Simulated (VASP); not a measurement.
Here is a VASP 6.6.1 calculation.

The input INCAR:

```
SYSTEM = Si
PREC     = Accurate       ! precision mode
ENCUT    = 520            ! plane-wave cutoff, eV
EDIFF    = 1E-7           ! SCF threshold, eV
ISMEAR   = 0              ! smearing method
SIGMA    = 0.1            ! smearing width, eV
LREAL    = .False.        ! projectors in reciprocal space
LASPH    = .True.         ! aspherical terms in the spheres
NELM     = 80             ! most SCF steps
ALGO     = Fast           ! electronic algorithm
ISIF     = 2              ! what is computed and relaxed
LWAVE    = .False.        ! write WAVECAR
LCHARG   = .False.        ! write CHGCAR
GGA      = PE             ! functional
```

File KPOINTS:

```
Automatic mesh
0
Gamma
  12 12 11
  0 0 0
```

The input POSCAR:

```
Si
1.0
    2.6205428149      0.0000000000      0.0000000000
   -1.3102714075      2.2694566494      0.0000000000
    0.0000000000      0.0000000000      2.4663543900
Si
1
Direct
    0.0000000000      0.0000000000      0.0000000000
```

Potentials or basis: VASP PAW PBE potentials, release 64 (Si).

Launch:

```sh
$ cat potpaw_PBE.64/Si/POTCAR > POTCAR
$ mpirun -np 1 vasp_std > vasp.out
```

(1) What does it give for the band gap on the k mesh?

(2) What does it give for the pressure?

## Answers

(1) none (metal or under the smearing width).

(2) 3.0 GPa.
